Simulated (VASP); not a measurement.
Set up this calculation in VASP 6.6.1, as the native input.

* Task: relaxation of cell and atoms
* Functional: PBE
* Dispersion: D3(BJ)
* Potentials or basis: VASP PAW PBE potentials, release 64 (W_sv)
* Cutoff: 600 eV
* k mesh: 16 × 16 × 16
* Occupations: methfessel-paxton, width 0.1 eV
* Spin: no spin polarisation
* Further INCAR settings: ALGO = Normal; EDIFF = 1e-07; IBRION = 2; EDIFFG = -0.005; NSW = 90; ISIF = 3

The structure of W lies in POSCAR:

```
W                                       
1.0
   -1.5800809530      1.5800809530      1.5800809530
    1.5800809530     -1.5800809530      1.5800809530
    1.5800809530      1.5800809530     -1.5800809530
  W             
     1
Direct
     0.0000000000000000    0.0000000000000000    0.0000000000000000
```

These files were run (other wordings do the same):

INCAR

```
ALGO     = Normal         # electronic algorithm
EDIFF    = 1E-7           # SCF threshold, eV
EDIFFG   = -0.005         # ionic threshold
ENCUT    = 600            # plane-wave cutoff, eV
GGA      = PE             # functional
IBRION   = 2              # ionic algorithm
ISIF     = 3              # what is computed and relaxed
ISMEAR   = 1              # smearing method
IVDW     = 12             # dispersion correction
LASPH    = T              # aspherical terms in the spheres
LCHARG   = F              # write CHGCAR
LREAL    = F              # projectors in reciprocal space
LWAVE    = F              # write WAVECAR
NELM     = 80             # most SCF steps
NSW      = 90             # ionic steps
PREC     = Accurate       # precision mode
SIGMA    = 0.1            # smearing width, eV
```

KPOINTS

```
k-points
0
Gamma
  16 16 16
```

Potentials or basis: VASP PAW PBE potentials, release 64 (W_sv).

Command:

```console
$ cat potpaw_PBE.64/W_sv/POTCAR > POTCAR
$ mpirun -np 1 vasp_std > vasp.out
```

It gave:

```json
{
  "Pressure after relaxing": "0.0 GPa",
  "Band gap on the k mesh": "none (metal or under the smearing width)",
  "Dispersion energy per atom": "-0.699 eV"
}
```

Caveat: the relaxation stopped at its first step, so nothing moved; pairwise dispersion overbinds metals, which lowers pressure and volume.

It took 10 s on 1 thread of Intel(R) Xeon(R) Platinum 8488C (Sapphire Rapids) (shared host), peak memory 0.17 GiB.
